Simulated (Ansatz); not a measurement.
A crystal relaxed with r2SCAN in the PAW code Ansatz has space group R3m:H (No. 160) and a = 4.490 Å, c = 11.378 Å.

```
atom  site       x       y       z
  Xx    3a  0.0000  0.0000  0.0020
  Te    3a  0.3333  0.6667  0.1436
```

The r2SCAN gap is direct at L: 0.44 eV. With HSE06 the gap is 0.55 eV and direct, at L. The PBE gap is direct at L: 0.35 eV. Meshes: r2SCAN 8×8×8, HSE06 6×6×6, PBE 8×8×8.

Task: Which element is Xx?
A. Ti
B. Hf
C. Sn
D. Ge

Result: C. Xx is Sn: SnTe on the sites of rhombohedral GeTe (relaxed group R3m). Around Sn lie 6 Te at 3.05–3.39 Å; around Te lie 6 Sn at 3.05–3.39 Å.

(Calculated; spin-unpolarised; the phase may be known or hypothetical.)

Spin-orbit coupling is left out, which matters wherever the heavy atoms make up the band edges.
